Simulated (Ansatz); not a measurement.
# SrTiO3: smallest direct gap on path and band gap as volume per atom varies

Periodic Kohn-Sham DFT of a crystal at fixed atoms; Kohn-Sham levels at symmetry points; band -1 is the highest filled and +1 the lowest empty one at that point, spin up along a +z start moment. The results are calculated, by Ansatz 0.2.0.

Cell of the first row (space group Pm-3m, No. 221):
```
SrTiO3
1.0
      3.8253     0.0000     0.0000
      0.0000     3.8253     0.0000
      0.0000     0.0000     3.8253
Sr Ti O
1 1 3
Direct
  0.00000 0.00000 0.00000
  0.50000 0.50000 0.50000
  0.00000 0.50000 0.50000
  0.50000 0.00000 0.50000
  0.50000 0.50000 0.00000
```

Settings of every row: method all-electron LAPW; functional PBE; relativity scalar; k mesh 7x7x7; filling fermi-dirac; smearing width 0.05 eV; basis error target 1 meV/atom; nucleus gaussian.

Atom start moment: 0 on all atoms.

Limits: run without spin polarisation, so a magnetic state may lie lower; semilocal functionals tend to give too small a gap; atoms stay on their symmetric sites, though polar or tilted forms of a perovskite may lie lower.

| row | volume per atom (Å³) | smallest direct gap on path (eV) | band gap (eV) |
| --- | --- | --- | --- |
| 1 | 11.195 | 2.297 | 1.995 |
| 2 | 11.433 | 2.277 | 1.957 |
| 3 | 11.671 | 2.253 | 1.919 |
| 4 | 11.79 | 2.241 | 1.9 |
| 5 | 11.909 | 2.228 | 1.881 |
| 6 | 12.029 | ? | ? |
| 7 | 12.148 | 2.202 | 1.843 |
| 8 | 12.386 | 2.174 | 1.806 |
| 9 | 12.624 | 2.145 | 1.768 |

Question: what smallest direct gap on path and band gap should row 6 give?

Worked fit of smallest direct gap on path. Take t = volume per atom − 12, in Å³. The shown rows have t = -0.805, -0.567, -0.329, -0.21, -0.091, 0.148, 0.386, 0.624. Least squares give smallest direct gap on path = 2.2186 − 0.1095 × t − 0.0141 × t² eV; a straight line predicts inner rows, each left out in turn, worse (root mean square 0.0022 against 0.00057 eV). The rows lie off it by -0.001, 0.001, 0.000, 0.000, 0.000, 0.000, 0.000, 0.000. The withheld row has t = 0.029, so the fit gives 2.2186 − 0.1095 × (0.029) − 0.0141 × (0.029)² = 2.215 eV.

The calculation gave 2.215 eV. The fit meets it to the printed digit.

Worked fit of band gap. Take t = volume per atom − 12, in Å³. The shown rows have t = -0.805, -0.567, -0.329, -0.21, -0.091, 0.148, 0.386, 0.624. Their means are -0.1055 and 1.8836 eV; the sums about the means are S_tt = 1.601 and S_ty = -0.2542, whose ratio is the slope. Least squares give band gap = 1.8669 − 0.1588 × t eV. All shown rows lie on it to the printed digit. The withheld row has t = 0.029, so the fit gives 1.8669 − 0.1588 × (0.029) = 1.862 eV.

The calculation gave 1.862 eV. The fit meets it to the printed digit.
